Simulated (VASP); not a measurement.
# Ag (Fm-3m) in VASP: settings compared, part 3 of 3

VASP 6.6.1. Earlier steps stand in the parts before.

## Step 6: Relaxation of cell and atoms, PBE

INCAR

```
PREC = Accurate
ENCUT = 600
EDIFF = 1E-6
ISMEAR = 1
SIGMA = 0.1
LREAL = False
LASPH = True
NELM = 80
ALGO = Normal
ISIF = 3
LWAVE = False
LCHARG = False
GGA = PE
IBRION = 2
NSW = 90
EDIFFG = -0.01
```

KPOINTS

```
regular mesh
0
Gamma
  16 16 16
```

POSCAR

```
Ag
1.0
    0.0000000000      2.0427500000      2.0427500000
    2.0427500000      0.0000000000      2.0427500000
    2.0427500000      2.0427500000      0.0000000000
Ag
1
Direct
    0.0000000000      0.0000000000      0.0000000000
```

Potentials or basis: VASP PAW PBE potentials, release 64 (Ag).

Run with:

```
$ cat potpaw_PBE.64/Ag/POTCAR > POTCAR
$ mpirun -np 1 vasp_std > vasp.out
```

OUTCAR:

```text
PREC = Accurate
   ENCUT = 600
   EDIFF = 1E-6
   ISMEAR = 1
   LREAL = False
   LASPH = True
   NELM = 80
   ISIF = 3
   GGA = PE
   IBRION = 2
   NSW = 90
   EDIFFG = -0.01

 ion  position               nearest neighbor table
   1  0.000  0.000  0.000-

  LATTYP: Found a face centered cubic cell.
 ALAT       =     4.0855000000

  Lattice vectors:

 A1 = (   0.0000000000,   2.0427500000,   2.0427500000)
 A2 = (   2.0427500000,   0.0000000000,   2.0427500000)
 A3 = (   2.0427500000,   2.0427500000,   0.0000000000)

Analysis of symmetry for initial positions (statically):
=====================================================================
 Subroutine PRICEL returns:
 Original cell was already a primitive cell.

 Routine SETGRP: Setting up the symmetry group for a
 face centered cubic supercell.

 Subroutine GETGRP returns: Found 48 space group operations
 (whereof 48 operations were pure point group operations)
 out of a pool of 48 trial point group operations.

The static configuration has the point symmetry O_h .

Analysis of symmetry for dynamics (positions and initial velocities):
=====================================================================
 Subroutine PRICEL returns:
 Original cell was already a primitive cell.

 Routine SETGRP: Setting up the symmetry group for a
 face centered cubic supercell.

 Subroutine GETGRP returns: Found 48 space group operations
 (whereof 48 operations were pure point group operations)
 out of a pool of 48 trial point group operations.

The dynamic configuration has the point symmetry O_h .

 Subroutine INISYM returns: Found 48 space group operations
 (whereof 48 operations are pure point group operations),
 and found     1 'primitive' translations

----------------------------------------------------------------------------------------
[... 128 lines left out ...]
   NGX = 11   NGY = 11   NGZ = 11

--------------------------------------- Ionic step        1  -------------------------------------------

 number of electron      10.9999999 magnetization

 Free energy of the ion-electron system (eV)
  ---------------------------------------------------
  ext. energy  EPLUGINS =         0.00000000
  ---------------------------------------------------
  free energy    TOTEN  =        -2.70793512 eV

  energy without entropy =       -2.70740679  energy(sigma->0) =       -2.70775901

------------------------ aborting loop because EDIFF is reached ----------------------------------------

  FORCE on cell =-STRESS in cart. coord.  units (eV):
  Direction    XX          YY          ZZ          XY          YZ          ZX
  --------------------------------------------------------------------------------------
  -------------------------------------------------------------------------------------
  Total        0.4823207      0.4823207      0.4823207     -0.0000000      0.0000000      0.0000000
  in kB       45.3284473     45.3284473     45.3284473     -0.0000000      0.0000000      0.0000000
  external PRESSURE =      45.3284473 kB  Pullay stress =       0.0000000 kB
[... 57 lines left out ...]
--------------------------------------- Ionic step        3  -------------------------------------------

 number of electron      11.0000000 magnetization

 Free energy of the ion-electron system (eV)
  ---------------------------------------------------
  ext. energy  EPLUGINS =         0.00000000
  ---------------------------------------------------
  free energy    TOTEN  =        -2.71818785 eV

  energy without entropy =       -2.71768487  energy(sigma->0) =       -2.71802019

 E-fermi :   7.7863     XC(G=0): -11.9502

 val. band max:        7.7579142555   @ k =   0.5000   0.0625   0.0000
 cond. band min:       7.7926986317   @ k =   0.5000   0.1875   0.0625
 fundamental gap:      0.0347843762
 Fermi energy:         7.7863009210

 k-point     1 :       0.0000    0.0000    0.0000
  band No.  band energies     occupation
      1       0.3846      2.00000
      2       3.1849      2.00000
      3       3.1849      2.00000
      4       3.1849      2.00000
      5       4.1413      2.00000
      6       4.1413      2.00000
      7      23.7591      0.00000
      8      27.0784      0.00000
      9      27.0784      0.00000
[... 265 lines left out ...]
 k-point    24 :      -0.0625    0.0625    0.0000
  band No.  band energies     occupation
      1       0.6945      2.00000
      2       3.1060      2.00000
      3       3.2595      2.00000
      4       3.2863      2.00000
      5       4.0685      2.00000
      6       4.1607      2.00000
      7      23.6893      0.00000
      8      25.0899      0.00000
      9      26.4421      0.00000

 [... further k-points ...]

------------------------ aborting loop because EDIFF is reached ----------------------------------------

  FORCE on cell =-STRESS in cart. coord.  units (eV):
  Direction    XX          YY          ZZ          XY          YZ          ZX
  --------------------------------------------------------------------------------------
  -------------------------------------------------------------------------------------
  Total        0.0017301      0.0017301      0.0017301     -0.0000000      0.0000000      0.0000000
  in kB        0.1556127      0.1556127      0.1556127     -0.0000000      0.0000000      0.0000000
  external PRESSURE =       0.1556127 kB  Pullay stress =       0.0000000 kB
[... 16 lines left out ...]
  FREE ENERGIE OF THE ION-ELECTRON SYSTEM (eV)
  ---------------------------------------------------
  free  energy   TOTEN  =        -2.7181878454 eV

  energy  without entropy=       -2.7176848661  energy(sigma->0) =       -2.71802019

 reached required accuracy - stopping structural energy minimisation
```

Run time: 19 s. Hardware: 1 thread of Intel Xeon Platinum 8488C (Sapphire Rapids), shared host; peak memory 0.16 GiB.

What came out:

```
Free energy                            : -2.7182 eV
Relaxed volume                         : 17.81 Å³/atom
Relaxed cell                           : a = 2.931 Å, b = 2.931 Å, c = 2.931 Å, α = 60.00°, β = 60.00°, γ = 60.00°
Space group after relaxing (to 0.05 Å) : Fm-3m (No. 225)
Energy gained by relaxing              : 10.3 meV/atom
Ionic steps                            : 3
Pressure after relaxing                : 0.0 GPa
Band gap on the k mesh                 : none (metal or under the smearing width)
```

Step by step:
```tsv
step	energy change (eV)	largest force (eV/Å)	pressure (GPa)	volume (Å³)
1	0.0000	0.0000	4.53	17.05
2	-0.0072	0.0000	-2.08	18.27
3	-0.0103	0.0000	0.02	17.81
```

Final structure:
```
Ag
1.0
     0.00000    2.07287    2.07287
     2.07287    0.00000    2.07287
     2.07287    2.07287    0.00000
Ag
1
Direct
  0.00000 0.00000 0.00000
```

Levels at points of the mesh, in eV from the Fermi level:
```csv
k point,band 2,band 3,band 4,band 5,band 6,band 7,band 8,band 9
"(0.00, 0.00, 0.00)",-4.60,-4.60,-4.60,-3.65,-3.65,15.97,19.29,19.29
"(0.50, 0.00, 0.00)",-4.62,-4.62,-2.91,-2.91,-0.23,3.42,15.20,17.47
"(0.50, 0.50, 0.00)",-5.99,-2.94,-2.72,-2.72,1.70,6.46,10.49,10.49
```

## Step 7: The runs side by side

| level | potentials or basis | gap on the mesh (eV) | pressure (GPa) | relaxed volume (Å³/atom) |
| --- | --- | --- | --- | --- |
| PBE+D3(BJ) | VASP PAW PBE potentials, release 64 (Ag) | none | 0.0 | - |
| LDA | VASP PAW LDA potentials, release 64 (Ag) | none | 0.0 | 16.03 |
| PBE | VASP PAW PBE potentials, release 64 (Ag) | none | 0.0 | 17.81 |

Alike in all rows: task relaxation of cell and atoms; no spin polarisation; cell relaxed; k mesh 16 × 16 × 16; cutoff (eV) 600; smearing methfessel-paxton 0.1 eV.

Caveats: the relaxation stopped at its first step, so nothing moved (some runs); pairwise dispersion overbinds metals, which lowers pressure and volume (some runs).

Total energies depend on the potentials used, so only differences within one code and one set of settings carry meaning.
